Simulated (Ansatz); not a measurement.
**TiNi under changes of volume**

One of the cells (13.403 Å³/atom); the others are scaled copies at fixed shape and fractional positions:

```
CELL_PARAMETERS angstrom
2.73580 0.00000 0.00000
0.00000 2.73580 0.00000
0.00000 0.00000 3.58141
ATOMIC_POSITIONS crystal
Ni 0.00000 0.00000 0.00000
Ti 0.50000 0.50000 0.50000
```

The cell comes from a database or a generator and needn't be the stable form of this composition.

* Program: Ansatz 0.2.0
* Functional: LDA
* Potentials or basis: all-electron LAPW, scalar-relativistic
* Cutoff: 268 eV (chosen from the basis error)
* Basis error allowed: 0.001 eV/atom
* k mesh: 10 × 10 × 8
* Occupations: fermi-dirac, width 0.05 eV
* Spin: collinear spin, ferromagnetic start
* Starting moments: [1.0, 1.0] μB

```tsv
volume (Å³/atom)	energy over the lowest point (meV/atom)	pressure (GPa)
12.599	0.00	-2.2
12.867	6.85	-5.8
13.135	19.40	-9.0
13.403	37.04	-11.9
13.671	59.22	-14.5
13.939	85.46	-16.7
14.207	?	?
```

Problem. What does the run at 14.207 Å³/atom give?

Solution. Energy over the lowest point 115.32 meV/atom; pressure -18.8 GPa.

Worked out: A Birch-Murnaghan fit of order 3 (a polynomial in V^(-2/3)) to the other rows has its minimum at 12.45 Å³/atom, just outside them, with B0 = V·E''(V) = 189 GPa and B' = 4.3 at fixed shape and positions, which overstates the stiffness. It gives 115.32 meV/atom at 14.207 Å³/atom, against the run's 115.32, and -dE/dV = -18.9 GPa, against -18.8.

Energies are extrapolated to zero smearing.

Caveats: the starting moments weren't kept.
